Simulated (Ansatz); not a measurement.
input.yaml (Ansatz 0.2.0):

```yaml
crystal:
  lattice:
    - [4.8265116508, 0.0, 0.0]
    - [0.0, 4.8265116508, 0.0]
    - [0.0, 0.0, 3.2391527716]
  atoms:
    - { symbol: Sn, position: [0.0, 0.0, 0.0] }
    - { symbol: Sn, position: [0.5, 0.5, 0.5] }
    - { symbol: O, position: [0.3065245299, 0.3065245299, 0.0] }
    - { symbol: O, position: [0.8065245299, 0.1934754701, 0.5] }
    - { symbol: O, position: [0.1934754701, 0.8065245299, 0.5] }
    - { symbol: O, position: [0.6934754701, 0.6934754701, 0.0] }
basis:
  ecutwfc: 420
  ecutrho_ratio: 4
kpoints:
  mp_grid: { grid: [6, 6, 10] }
  band_path:
    path:
      - [[0.0, 0.0, 0.0], [0.0, 0.5, 0.0], [0.5, 0.5, 0.0], [0.0, 0.0, 0.0], [0.0, 0.0, 0.5], [0.0, 0.5, 0.5], [0.5, 0.5, 0.5], [0.0, 0.0, 0.5]]
      - [[0.0, 0.5, 0.0], [0.0, 0.5, 0.5]]
      - [[0.5, 0.5, 0.0], [0.5, 0.5, 0.5]]
    npoints: 10
hamiltonian:
  xc: pbe
scf:
  occupations: { method: gaussian, width: 0.05 }
  n_extra_bands: 38
output:
  forces: true
  stress: true
  eigenvalues: true
  populations: true
  dos: { projected: true, de: 0.02, nscf_kmesh: { grid: [9, 9, 15] } }
  bader: false
  write_density: true
  write_potential: true
  elf: true
  volumetric_format: npy
magnetization:
  noncollinear: true
  spin_orbit: true
checkpoint:
  read: start.run
```

Launched as:
```sh
ansatz run input.yaml --threads 4 --pin off --max-ram 7168MiB --backend cpu --events-out ev --progress --plain --runs-dir out
```

The folder start.run holds the converged state of an earlier run on the same cell; the run starts from that state's density and uses only the symmetry operations that the state has.

The start was a prototype's sites filled with these elements; the Crystallography Open Database holds the compound in this structure.

Question: What will the run give?

Answer: Pressure -0.1 GPa, gap on the mesh 0.68 eV, largest force component 0.007 eV/Å (PBE+SOC).

Output, machine lines left out:

```
scf.n_extra_bands = 38 over 52 filled bands (N_el = 52.0): the run solves 90 bands
Pseudopotentials: kind: paw_fr
Pseudopotential: Sn, paw_fr, valence charge 14, recommended cutoff 420 eV (normal), Sn.paw.azcp#standard-fr
Pseudopotential: O, paw_fr, valence charge 6, recommended cutoff 420 eV (normal), O.paw.azcp#standard-fr
Crystal: 6 atoms, lattice volume = 75.457 Å³
Basis set: ecut = 420 eV, 1495 PW (Γ), exchange–correlation on 72×72×48 points (8 copies of the dense FFT grid, shifted against one another)
Bands: 90, of which v1, the nominal top of the filled ones, is band 52 counted from 1 (51 counted from 0)
Symmetry: 16 space group operations + 16 with time reversal
Magnetic group: BNS 136.496 (UNI 1156), of the structure as read, at distance tolerance 4.2e-5 Å
k-points: 60 of 360
Projection manifold: j_resolved (fully-relativistic pseudo-atomic orbitals)
Initial density: read from a saved state, or passed on in memory by an earlier SCF of this step, an earlier step, the calling program or the single point that the run made first
Initial wavefunctions: pseudopotential atomic-orbital guess
Functional: x = pbe(κ = 0.804, μ = 0.21951), c = pbe(β = 0.06672)
iter 1 solved again at ethr=3.71e-8 eV; its pass at ethr=3.10e-3 eV (dr2=1.93e-5 eV) is discarded
```

SCF trace (energy estimate counted from the last row):
| iteration | ΔE (eV) | density residual (eV) | M (μB) |
| --- | --- | --- | --- |
| 1 | 0.000 | 9.44e-11 | 0.00e0 |
| 2 | 0.000 | 3.68e-11 | 0.00e0 |

```
SCF 1 converged in 2 iterations: F = -14322.229843 eV  dr2 = 3.68e-11
NSCF: frozen V_eff on 93 k-points
NSCF: frozen V_eff on 120 k-points
SCF converged after 2 iterations
Magnetization: |M| = 0.0000 μB,  M = (+0.0000, +0.0000, +0.0000) μB
Absolute magnetization: 0.0000 μB (∫|m|)
  site 0: m = (+0.0000, +0.0000, +0.0000) μB, |m| = 0.0000 μB  (R = 0.86 Å)
  site 1: m = (+0.0000, +0.0000, +0.0000) μB, |m| = 0.0000 μB  (R = 0.86 Å)
  site 2: m = (+0.0000, +0.0000, +0.0000) μB, |m| = 0.0000 μB  (R = 0.86 Å)
  site 3: m = (+0.0000, +0.0000, +0.0000) μB, |m| = 0.0000 μB  (R = 0.86 Å)
  site 4: m = (+0.0000, +0.0000, +0.0000) μB, |m| = 0.0000 μB  (R = 0.86 Å)
  site 5: m = (+0.0000, +0.0000, +0.0000) μB, |m| = 0.0000 μB  (R = 0.86 Å)
Free energy (F): -14322.229843 eV
E sigma→0 (E₀):  -14322.229843 eV
Fermi energy:    9.082307 eV
--- Forces (eV/Å), atoms counted from 1 ---
  atom   1  Sn     0.00000000     0.00000000     0.00000000
  atom   2  Sn     0.00000000     0.00000000     0.00000000
  atom   3  O      0.00692704     0.00692704     0.00000000
  atom   4  O      0.00692704    -0.00692704     0.00000000
  atom   5  O     -0.00692704     0.00692704     0.00000000
  atom   6  O     -0.00692704    -0.00692704     0.00000000
--- Stress (GPa, compression-positive) ---
       -0.009589       0.000000       0.000000
        0.000000      -0.009589       0.000000
        0.000000       0.000000      -0.136867
  P = ⅓ Tr σ = -0.0520 GPa (-0.520 kbar)
--- Löwdin populations: 6 sites ---
  site symbol       q [e]
     0     Sn     12.2832
     1     Sn     12.2832
     2      O      6.7943
     3      O      6.7943
     4      O      6.7943
     5      O      6.7943
```

It ran for 2.5 min on 4 threads of Arm Neoverse V1, on a shared host, peak memory 1.4 GiB.

Kohn–Sham gaps of semilocal functionals lie under measured ones, often by a third or more.
